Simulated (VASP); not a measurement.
# BeTe (F-43m) in VASP: settings compared

The runs below take BeTe through relaxation of cell and atoms, with vdW-DF2, vdW-DF-cx.

Program: VASP 6.6.1. These are calculated values, not measurements. Logs are shortened: lines on timing, memory, paths and dates and some standing lists are left out, and cuts for length are marked.

## Step 1: Starting point

It takes space group F-43m (No. 216, cubic). The conventional cell has a = 5.540 Å, b = 5.540 Å, c = 5.540 Å, α = 90.00°, β = 90.00°, γ = 90.00°. Te (site symmetry -43m) has 4 Be at 2.40 Å as nearest neighbours. Around Be (site symmetry -43m) lie 4 Te at 2.40 Å.

## Step 2: Relaxation of cell and atoms, vdW-DF2

Input file INCAR:

```
PREC = Accurate
ENCUT = 600
EDIFF = 1E-6
ISMEAR = -1
SIGMA = 0.05
LREAL = F
LASPH = T
NELM = 80
ALGO = Normal
ISIF = 3
LWAVE = F
LCHARG = F
GGA = ML
LUSE_VDW = T
AGGAC = 0.0
ZAB_VDW = -1.8867
IBRION = 2
NSW = 60
EDIFFG = -0.01
```

Input file KPOINTS:

```
regular mesh
0
Gamma
  8 8 8
```

Input file POSCAR:

```
BeTe
1.0
    0.0000000000      2.7700000000      2.7700000000
    2.7700000000      0.0000000000      2.7700000000
    2.7700000000      2.7700000000      0.0000000000
Te Be
1 1
Direct
    0.7500000000      0.7500000000      0.7500000000
    0.0000000000      0.0000000000      0.0000000000
```

Potentials or basis: VASP PAW PBE potentials, release 64 (Te, Be).

Command:

```console
cat potpaw_PBE.64/Te/POTCAR potpaw_PBE.64/Be/POTCAR > POTCAR
mpirun -np 1 vasp_std > vasp.out
```

OUTCAR:

```text
PREC = Accurate
   ENCUT = 600
   EDIFF = 1E-6
   ISMEAR = -1
   LREAL = F
   LASPH = T
   NELM = 80
   ISIF = 3
   GGA = ML
   IBRION = 2
   NSW = 60
   EDIFFG = -0.01

 ion  position               nearest neighbor table
   1  0.750  0.750  0.750-   2 2.40   2 2.40   2 2.40   2 2.40
   2  0.000  0.000  0.000-   1 2.40   1 2.40   1 2.40   1 2.40

  LATTYP: Found a face centered cubic cell.
 ALAT       =     5.5400000000

  Lattice vectors:

 A1 = (   0.0000000000,   2.7700000000,   2.7700000000)
 A2 = (   2.7700000000,   0.0000000000,   2.7700000000)
 A3 = (   2.7700000000,   2.7700000000,   0.0000000000)

Analysis of symmetry for initial positions (statically):
=====================================================================
 Subroutine PRICEL returns:
 Original cell was already a primitive cell.

 Routine SETGRP: Setting up the symmetry group for a
 face centered cubic supercell.

 Subroutine GETGRP returns: Found 24 space group operations
 (whereof 24 operations were pure point group operations)
 out of a pool of 48 trial point group operations.

The static configuration has the point symmetry T_d .

Analysis of symmetry for dynamics (positions and initial velocities):
=====================================================================
 Subroutine PRICEL returns:
 Original cell was already a primitive cell.

 Routine SETGRP: Setting up the symmetry group for a
 face centered cubic supercell.

 Subroutine GETGRP returns: Found 24 space group operations
 (whereof 24 operations were pure point group operations)
 out of a pool of 48 trial point group operations.

The dynamic configuration has the point symmetry T_d .

 Subroutine INISYM returns: Found 24 space group operations
 (whereof 24 operations are pure point group operations),
 and found     1 'primitive' translations

----------------------------------------------------------------------------------------

                                     Primitive cell

  volume of cell :      42.5079

  direct lattice vectors                    reciprocal lattice vectors
     0.000000000  2.770000000  2.770000000    -0.180505415  0.180505415  0.180505415
     2.770000000  0.000000000  2.770000000     0.180505415 -0.180505415  0.180505415
     2.770000000  2.770000000  0.000000000     0.180505415  0.180505415 -0.180505415

  length of vectors
     3.917371568  3.917371568  3.917371568     0.312644550  0.312644550  0.312644550

  position of ions in fractional coordinates (direct lattice)
     0.750000000  0.750000000  0.750000000
     0.000000000  0.000000000  0.000000000

  ion indices of the primitive-cell ions
   primitive index   ion index
                 1           1
                 2           2

----------------------------------------------------------------------------------------

 KPOINTS: regular mesh

Automatic generation of k-mesh.
 Grid dimensions read from file:
 generate k-points for:    8    8    8

 Generating k-lattice:

  Cartesian coordinates                     Fractional coordinates (reciprocal lattice)
    -0.022563177  0.022563177  0.022563177     0.125000000  0.000000000  0.000000000
     0.022563177 -0.022563177  0.022563177     0.000000000  0.125000000  0.000000000
     0.022563177  0.022563177 -0.022563177     0.000000000  0.000000000  0.125000000

  Length of vectors
     0.039080569  0.039080569  0.039080569

  Shift w.r.t. Gamma in fractional coordinates (k-lattice)
     0.000000000  0.000000000  0.000000000

 Subroutine IBZKPT returns following result:
 ===========================================

 Found     29 irreducible k-points:

 Following reciprocal coordinates:
            Coordinates               Weight
  0.000000  0.000000  0.000000      1.000000
  0.125000  0.000000  0.000000      8.000000
  0.250000  0.000000  0.000000      8.000000
  0.375000  0.000000  0.000000      8.000000
  0.500000  0.000000  0.000000      4.000000
  0.125000  0.125000  0.000000      6.000000
[... 16 lines left out ...]
  0.500000  0.250000  0.125000     48.000000
 -0.375000  0.250000  0.125000     24.000000
 [... further k-points ...]
   k-points           NKPTS =     29   k-points in BZ     NKDIM =     29   number of bands    NBANDS=      8
   number of dos      NEDOS =    301   number of ions     NIONS =      2
   total plane-waves  NPLWV =  32768
   dimension x,y,z NGX =    32 NGY =   32 NGZ =   32
   dimension x,y,z NGXF=    64 NGYF=   64 NGZF=   64
   ions per type =               1   1
   NGX,Y,Z   is equivalent  to a cutoff of  13.58, 13.58, 13.58 a.u.
   NGXF,Y,Z  is equivalent  to a cutoff of  27.16, 27.16, 27.16 a.u.
 SYSTEM =  unknown system
   PREC   = accura    normal or accurate (medium, high low for compatibility)
   ISTART =      0    job   : 0-new  1-cont  2-samecut
   ICHARG =      2    charge: 1-file 2-atom 10-const
   ISPIN  =      1    spin polarized calculation?
   LNONCOLLINEAR =      F non collinear calculations
   LSORBIT =      F    spin-orbit coupling
   LASPH  =      T    aspherical Exc in radial PAW
   ENCUT  =  600.0 eV  44.10 Ry    6.64 a.u.   7.82  7.82  7.82*2*pi/ulx,y,z
   NELM   =     80;   NELMIN=  2; NELMDL= -5     # of ELM steps
   EDIFF  = 0.1E-05   stopping-criterion for ELM
   LREAL  =      F    real-space projection
   EDIFFG = -.1E-01   stopping-criterion for IOM
   NSW    =     60    number of steps for IOM
   IBRION =      2    ionic relax: 0-MD 1-quasi-New 2-CG
   NFREE  =      1    steps in history (QN), initial steepest desc. (CG)
   ISIF   =      3    stress and relaxation
   ISYM   =      2    0-nonsym 1-usesym 2-fastsym
   POTIM  = 0.5000    time-step for ionic-motion
   TEBEG  =    0.0;   TEEND  =   0.0 temperature during run
   PSTRESS=    0.0 pullay stress
   NELECT =       8.0000    total number of electrons
   NUPDOWN=      -1.0000    fix difference up-down
   EMIN   =  10.00;   EMAX   =-10.00  energy-range for DOS
   EFERMI =   0.00;   METHOD = LEGACY
   ISMEAR =    -1;   SIGMA  =   0.05  broadening in eV -4-tet -1-fermi 0-gaus
   EFERMI_NEDOS =   21; number of points for ismear=-14 and -15
   IALGO  =     38    algorithm
   IMIX   =      4    mixing-type and parameters
     AMIX     =   0.40;   BMIX     =  1.00
     AMIX_MAG =   1.60;   BMIX_MAG =  1.00
  volume/ion in A,a.u.               =      21.25       143.43
  Fermi-wavevector in a.u.,A,eV,Ry     =   0.938170  1.772885 11.975354  0.880164
  Thomas-Fermi vector in A             =   2.065355
   LORBIT       =      0    0 simple, 1 ext, 2 COOP (PROOUT), +10 PAW based schemes
   GGA     = ML    functional components
   LHFCALC =     F    Hartree Fock is set to
   AEXX    =    0.0000 exact exchange contribution
   IVDW_NL    =     1    kernel type
   BPARAM     = 6.3000
   IVDW    =     0    specifies the selected vdW correction
   LEPSILON=     F    determine dielectric tensor
   LRPA    =     F    only Hartree local field effects (RPA)
 conjugate gradient relaxation of ions
 non-spin polarized calculation
  energy-cutoff  :      600.00
  volume of cell :       42.51
 maximum number of plane-waves:      1433
   NGX = 15   NGY = 15   NGZ = 15

--------------------------------------- Ionic step        1  -------------------------------------------

 number of electron       8.0000000 magnetization

 Free energy of the ion-electron system (eV)
  ---------------------------------------------------
  ext. energy  EPLUGINS =         0.00000000
  ---------------------------------------------------
  free energy    TOTEN  =        -4.52342676 eV

  energy without entropy =       -4.52342676  energy(sigma->0) =       -4.52342676

------------------------ aborting loop because EDIFF is reached ----------------------------------------

  FORCE on cell =-STRESS in cart. coord.  units (eV):
  Direction    XX          YY          ZZ          XY          YZ          ZX
  --------------------------------------------------------------------------------------
  -------------------------------------------------------------------------------------
  Total        2.2200926      2.2200926      2.2200926      0.0000000      0.0000000     -0.0000000
  in kB       83.6782065     83.6782065     83.6782065      0.0000000      0.0000000     -0.0000000
  external PRESSURE =      83.6782065 kB  Pullay stress =       0.0000000 kB
[... 23 lines left out ...]
Total vdW correction in eV:      1.2825956

--------------------------------------- Ionic step        2  -------------------------------------------

 number of electron       8.0000000 magnetization

 E-fermi :   4.9625     XC(G=0):  -8.4374

 val. band max:        4.0042387768   @ k =   0.0000   0.0000   0.0000
 cond. band min:       6.4040696284   @ k =   0.5000   0.5000   0.0000
 fundamental gap:      2.3998308516
 Fermi energy:         4.9625411458

 k-point     1 :       0.0000    0.0000    0.0000
  band No.  band energies     occupation
      1      -7.6043      2.00000
      2       4.0042      2.00000
      3       4.0042      2.00000
      4       4.0042      2.00000
      5       7.1713      0.00000
      6       7.7859      0.00000
      7       7.7859      0.00000
      8       7.7859      0.00000
[... 288 lines left out ...]
Total vdW correction in eV:      1.3811563

--------------------------------------- Ionic step        3  -------------------------------------------

 number of electron       8.0000000 magnetization

 Free energy of the ion-electron system (eV)
  ---------------------------------------------------
  ext. energy  EPLUGINS =         0.00000000
  ---------------------------------------------------
  free energy    TOTEN  =        -4.65805660 eV

  energy without entropy =       -4.65805660  energy(sigma->0) =       -4.65805660

 E-fermi :   5.3292     XC(G=0):  -8.5423

 val. band max:        4.3191599099   @ k =   0.0000   0.0000   0.0000
 cond. band min:       6.6725514462   @ k =   0.5000   0.5000   0.0000
 fundamental gap:      2.3533915363
 Fermi energy:         5.3291747871

 k-point     1 :       0.0000    0.0000    0.0000
  band No.  band energies     occupation
      1      -7.4605      2.00000
      2       4.3192      2.00000
      3       4.3192      2.00000
      4       4.3192      2.00000
      5       7.7049      0.00000
      6       8.0906      0.00000
      7       8.0906      0.00000
      8       8.0906      0.00000
[... 282 lines left out ...]
  FREE ENERGIE OF THE ION-ELECTRON SYSTEM (eV)
  ---------------------------------------------------
  free  energy   TOTEN  =        -4.6580565975 eV

  energy  without entropy=       -4.6580565975  energy(sigma->0) =       -4.65805660

Total vdW correction in eV:      1.3623411

 reached required accuracy - stopping structural energy minimisation
```

Wall time 2.2 min (1 thread of Intel Xeon Platinum 8488C (Sapphire Rapids), shared host); peak memory 0.4 GiB.

Results:

| Item | Value |
| --- | --- |
| Free energy | -4.6581 eV |
| Relaxed volume | 24.10 Å³/atom |
| Relaxed cell | a = 4.085 Å, b = 4.085 Å, c = 4.085 Å, α = 60.00°, β = 60.00°, γ = 60.00° |
| Space group after relaxing (to 0.05 Å) | F-43m (No. 216) |
| Energy gained by relaxing | 67.3 meV/atom |
| Ionic steps | 3 |
| Pressure after relaxing | 0.0 GPa |
| Band gap on the k mesh | 2.35 eV, indirect (least direct gap 3.39 eV) |

The path:
| step | energy change (eV) | largest force (eV/Å) | pressure (GPa) | volume (Å³) |
| --- | --- | --- | --- | --- |
| 1 | 0.0000 | 0.0000 | 8.37 | 42.51 |
| 2 | -0.1279 | 0.0000 | -1.43 | 49.71 |
| 3 | -0.1346 | 0.0000 | 0.04 | 48.21 |

Final structure:
```yaml
crystal:
  lattice:
    - [0.00000, 2.88867, 2.88867]
    - [2.88867, 0.00000, 2.88867]
    - [2.88867, 2.88867, 0.00000]
  atoms:
    - { symbol: Te, position: [0.75000, 0.75000, 0.75000] }
    - { symbol: Be, position: [0.00000, 0.00000, 0.00000] }
```

Caveat: the PAW data sets were made with another functional, which shifts forces and pressure a little; spin-orbit coupling is left out, which moves the levels of the heavy elements; the volume moved by +13 % from the deposited cell, more than functionals usually miss. A k mesh can miss the band edges.

## Step 3: Relaxation of cell and atoms, vdW-DF-cx

Input file INCAR:

```
SYSTEM = BeTe
PREC = Accurate
ENCUT = 600
EDIFF = 1E-6
ISMEAR = -1
SIGMA = 0.05
LREAL = .FALSE.
LASPH = .TRUE.
NELM = 80
ALGO = Fast
ISIF = 3
LWAVE = .FALSE.
LCHARG = .FALSE.
GGA = CX
LUSE_VDW = .TRUE.
AGGAC = 0.0
IBRION = 2
NSW = 40
EDIFFG = -0.02
```

Input file KPOINTS:

```
regular mesh
0
G
  8 8 8
  0 0 0
```

POSCAR is that of step 2.

Potentials or basis: VASP PAW PBE potentials, release 64 (Te, Be).

Command:

```console
cat potpaw_PBE.64/Te/POTCAR potpaw_PBE.64/Be/POTCAR > POTCAR
mpirun -np 1 vasp_std > vasp.out
```

Run time: 2.9 min. Hardware: 1 thread of Intel Xeon Platinum 8488C (Sapphire Rapids), shared host; peak memory 0.39 GiB.

Results (log left out):

| Quantity | Value |
| --- | --- |
| Free energy | -5.4025 eV |
| Relaxed volume | 22.49 Å³/atom |
| Relaxed cell | a = 3.992 Å, b = 3.992 Å, c = 3.992 Å, α = 60.00°, β = 60.00°, γ = 60.00° |
| Space group after relaxing (to 0.05 Å) | F-43m (No. 216) |
| Energy gained by relaxing | 13.7 meV/atom |
| Ionic steps | 3 |
| Pressure after relaxing | 0.0 GPa |
| Band gap on the k mesh | 1.95 eV, indirect (least direct gap 3.67 eV) |

The path:
```tsv
step	energy change (eV)	largest force (eV/Å)	pressure (GPa)	volume (Å³)
1	0.0000	0.0000	3.71	42.51
2	-0.0259	0.0000	-0.76	45.61
3	-0.0274	0.0000	0.01	44.99
```

Final structure:
```
Te Be
1.0
     0.00000    2.82280    2.82280
     2.82280    0.00000    2.82280
     2.82280    2.82280    0.00000
Te Be
1 1
Cartesian
  4.2342 4.2342 4.2342
  0.0000 0.0000 0.0000
```

Levels at points of the mesh, in eV from the valence-band top:
| k point | band 2 | band 3 | band 4 | band 5 | band 6 | band 7 |
| --- | --- | --- | --- | --- | --- | --- |
| (0.00, 0.00, 0.00) | 0.00 | 0.00 | 0.00 | 3.67 | 3.67 | 3.67 |
| (0.50, 0.00, 0.00) | -5.50 | -1.11 | -1.11 | 3.08 | 4.61 | 4.61 |
| (0.50, 0.50, 0.00) | -5.07 | -2.61 | -2.61 | 1.95 | 2.68 | 9.75 |

Caveat: the PAW data sets were made with another functional, which shifts forces and pressure a little; spin-orbit coupling is left out, which moves the levels of the heavy elements.
